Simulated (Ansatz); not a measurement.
**Ti3Al5: energy along a strain**

Ti3Al5, P4/mmm, a = 3.883 Å, c = 8.297 Å. The structure is a Materials Project entry; whether it is the stable form wasn't checked. Ansatz: PBEsol, PAW, 420 eV, Γ-centred 10×10×6 mesh on 8 atoms, Gaussian smearing 0.15 eV; no spin polarisation. Cell vectors (Å): 3.883 0.000 0.000; 0.000 3.883 0.000; 0.000 0.000 8.297. The cell is strained by x per cent times the pattern (0 0 0 0 0 1) in the order xx yy zz yz xz xy (engineering shears), with fractional coordinates held. y is the free energy over the start, V0 = 15.640 Å³/atom. Symmetry makes y even in x. Points with a strain past 8.5 % were computed too (2) and aren't used here.

```
x (%) y (meV/atom)
-5.00         12.28
 0.00          0.00
 1.25          0.76
 2.50          3.05
 3.75          6.89
 6.25         19.25
 7.50             ?
```

Fit y = c2 x² + c4 x⁴ to the other rows, get the stiffness along the pattern, and predict the missing energy.

Least squares on the rows shown. y = 0.48813 x² + 0.00012020 x⁴. The clamped-ion stiffness p·C·p = 2 × 4.881 eV × 160.2 / 15.640 Å³ = 100 GPa, which is C66 in these axes. At x = 7.50 the fit asked for gives 27.84 meV/atom. The run gave 27.81 meV/atom, so the fit is 0.03 meV/atom too high, a small miss on the scale of the series.

The response to this in-plane shear is almost purely harmonic: the quadratic term carries nearly all the energy even at 7.50 %, and the small positive quartic term indicates slight stiffening. The cell dimensions and atom count suggest an fcc-derived ordering, as in other Al-rich titanium aluminides. In that case the shear lengthens close-packed contacts along one face diagonal of the basal plane and shortens those along the other. The first-order changes cancel in the energy, leaving a restoring force from the curvature of the bonding, to which directional Ti d–Al p hybridisation probably contributes alongside the metallic background.

If the atoms do occupy the usual fcc-type sites, symmetry forbids a linear coupling between this shear and internal displacements, so relaxing the ions would leave the 100 GPa essentially unchanged. The close prediction at 7.50 % supports the truncated expansion within the sampled range, but not an extrapolation to the ideal shear strength. A positive C66 establishes resistance to this one distortion; elastic anisotropy and full mechanical stability depend on the other independent constants.
